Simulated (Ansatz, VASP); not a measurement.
**MgS in VASP and in Ansatz**

```
Mg S
1.0
     0.00000    2.60440    2.60440
     2.60440    0.00000    2.60440
     2.60440    2.60440    0.00000
Mg S
1 1
Direct
  0.00000 0.00000 0.00000
  0.50000 0.50000 0.50000
```

The cell is a database's computed one.

Alike in both runs: task single point; functional PBE; k mesh 6 × 6 × 6; occupations gaussian, width 0.1 eV; no spin polarisation.

|  | VASP | Ansatz |
| --- | --- | --- |
| version | VASP 6.6.1 | Ansatz 0.2.0 |
| potentials or method | VASP PAW PBE potentials, release 64 (Mg, S) | scalar-relativistic, plane waves, PAW |
| plane-wave cutoff (eV) | 520 | 420 |
| valence electrons in the cell | 8 | 16 |

```tsv
	VASP	Ansatz	Ansatz less VASP
gap on the k mesh at the Fermi level (eV)	2.77	2.78	+0.015
least direct gap on the mesh (eV)	3.68	3.70	+0.012
pressure (GPa)	0.6	0.9	+0.30
```

The two sets of potentials don't hold the same shells in valence.

A k mesh can miss the band edges. Expect the measured gap to be larger: semilocal functionals such as PBE lack the derivative discontinuity.
